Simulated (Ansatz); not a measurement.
PbSe (Clausthalite):

```
Pb Se
1.0
     0.00000    3.06065    3.06065
     3.06065    0.00000    3.06065
     3.06065    3.06065    0.00000
Pb Se
1 1
Direct
  0.00000 0.00000 0.00000
  0.50000 0.50000 0.50000
```

- Program: Ansatz 0.2.0
- Task: relaxation of cell and atoms
- Functional: PBEsol
- Dispersion: D3(BJ)
- Potentials or basis: Ansatz PAW
- Cutoff: 420 eV (not typed: the program's choice for these potentials)
- k mesh: 8 × 8 × 8
- Occupations: fermi-dirac, width 0.05 eV
- Spin: no spin polarisation

At the start: volume 28.67 Å³/atom.

Problem. Where does the relaxation end?

Solution. It ends after 5 steps and the volume is 27.30 Å³/atom (-4.8 %); space group Fm-3m (No. 225, to 0.05 Å).

The path:
| step | energy change (eV) | largest force (eV/Å) | volume (Å³) |
| --- | --- | --- | --- |
| 1 | 0.0000 | 0.0000 | 57.34 |
| 2 | -0.0175 | 0.0000 | 53.30 |
| 3 | -0.0230 | 0.0000 | 54.70 |
| 4 | -0.0231 | 0.0000 | 54.60 |
| 5 | -0.0228 | 0.0000 | 54.60 |

Final structure:
```
CELL_PARAMETERS angstrom
0.00000 3.01105 3.01105
3.01105 0.00000 3.01105
3.01105 3.01105 0.00000
ATOMIC_POSITIONS crystal
Pb 0.00000 0.00000 0.00000
Se 0.50000 0.50000 0.50000
```

The cell as given is a measured one (28.67 Å³/atom); PBEsol+D3(BJ) puts the equilibrium volume -4.8 % from it, thermal expansion not counted.

Caveat: the plane-wave basis is chosen anew once the cell has moved, so the energies of steps on either side of that aren't comparable; the PAW data sets come from PBE, with cores solved anew for the run's functional, which leaves a small shift of forces and pressure.
